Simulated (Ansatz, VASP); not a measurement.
**SnTe in VASP and in Ansatz**

INCAR

```
SYSTEM = SnTe
PREC     = Accurate       ! precision mode
ENCUT    = 520            ! plane-wave cutoff, eV
EDIFF    = 1E-6           ! SCF threshold, eV
ISMEAR   = -1             ! smearing method
SIGMA    = 0.08           ! smearing width, eV
LREAL    = .FALSE.        ! projectors in reciprocal space
LASPH    = .TRUE.         ! aspherical terms in the spheres
NELM     = 100            ! most SCF steps
ALGO     = Normal         ! electronic algorithm
ISIF     = 2              ! what is computed and relaxed
LWAVE    = .FALSE.        ! write WAVECAR
LCHARG   = .FALSE.        ! write CHGCAR
GGA      = PE             ! functional
NBANDS   = 17             ! bands
```

KPOINTS

```
regular mesh
0
G
  11 11 11
  0 0 0
```

File POSCAR:

```
SnTe
1.0
    0.0000000000      3.1565000000      3.1565000000
    3.1565000000      0.0000000000      3.1565000000
    3.1565000000      3.1565000000      0.0000000000
Sn Te
1 1
Direct
    0.0000000000      0.0000000000      0.0000000000
    0.5000000000      0.5000000000      0.5000000000
```

Input for Ansatz:

```yaml
crystal:
  lattice:
    - [0.0, 3.1565, 3.1565]
    - [3.1565, 0.0, 3.1565]
    - [3.1565, 3.1565, 0.0]
  atoms:
    - { symbol: Sn, position: [0.0, 0.0, 0.0] }
    - { symbol: Te, position: [0.5, 0.5, 0.5] }
kpoints:
  mp_grid: { grid: [11, 11, 11] }
scf:
  occupations: { method: fermi_dirac, width: 0.08 }
hamiltonian:
  xc: pbe
  pseudopotentials:
    kind: all_electron
    lapw: { basis_error: 0.00025 }
    dirac_shells: { Te: ["3p", "3d"], Sn: ["3p", "3d"] }
output:
  forces: true
  stress: true
  eigenvalues: true
```

Alike in both runs: task single point; functional PBE; k mesh 11 × 11 × 11; occupations fermi-dirac, width 0.08 eV; no spin polarisation.

|  | VASP | Ansatz |
| --- | --- | --- |
| version | VASP 6.6.1 | Ansatz 0.2.0 |
| potentials or method | VASP PAW PBE potentials, release 64 (Sn_d, Te) | all-electron LAPW, scalar-relativistic |
| plane-wave cutoff (eV) | 520 | see its input |

```csv
,VASP,Ansatz,Ansatz less VASP
pressure (GPa),2.0,2.0,+0.08
```

Ansatz ran all-electron here, so the differences hold the error of VASP's frozen core and of both bases.

The runs have no spin-orbit coupling, so splittings on Te are missing.
